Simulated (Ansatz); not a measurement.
HgS, one cell by several methods

```
CELL_PARAMETERS angstrom
0.00000 2.92900 2.92900
2.92900 0.00000 2.92900
2.92900 2.92900 0.00000
ATOMIC_POSITIONS crystal
Hg 0.00000 0.00000 0.00000
S 0.75000 0.75000 0.75000
```

Atom numbers follow the list: Hg1, S2.

The cell is COD entry 1011368, as deposited and not checked against the literature; nothing was relaxed.

Spin–orbit coupling is left out, though it moves levels of the heavy atoms by tenths of an eV or more.

Levels of theory: DFT, PBE, PAW with Ansatz's default frozen-core files, scalar-relativistic (Ansatz 0.2.0); DFT, PBE, all-electron PAW with datasets made for the crystal, scalar-relativistic (Ansatz 0.2.0); DFT, PBE, all-electron LAPW, scalar-relativistic (Ansatz 0.2.0).

For PAW: a Γ-centred 8×8×8 k mesh, Fermi–Dirac smearing of 0.02 eV, cutoff 420 eV, no spin polarisation. The crystal-made all-electron datasets (AE datasets) take a cutoff of 260 eV at this cell. LAPW targets a basis error of 1 meV/atom. The Ansatz runs share mesh, smearing and spin set-up. Plane-wave (PAW) pressures include the program's estimate of the Pulay term.

Stress and pressure are positive in compression.

Levels count from the Fermi level.

```json
{"quantity": "pressure (GPa)", "PAW": "4.03", "AE datasets": "4.04", "LAPW": "4.05"}
{"quantity": "highest filled level at U (eV)", "PAW": "-1.892", "AE datasets": "-1.891", "LAPW": "-1.891"}
{"quantity": "lowest empty level at U (eV)", "PAW": "3.320", "AE datasets": "3.322", "LAPW": "3.322"}
{"quantity": "highest filled level at Γ (eV)", "PAW": "-0.014", "AE datasets": "-0.014", "LAPW": "-0.014"}
{"quantity": "lowest empty level at Γ (eV)", "PAW": "5.992", "AE datasets": "5.993", "LAPW": "5.993"}
{"quantity": "highest filled level at X (eV)", "PAW": "-2.336", "AE datasets": "-2.336", "LAPW": "-2.336"}
{"quantity": "lowest empty level at X (eV)", "PAW": "3.217", "AE datasets": "3.218", "LAPW": "3.218"}
```
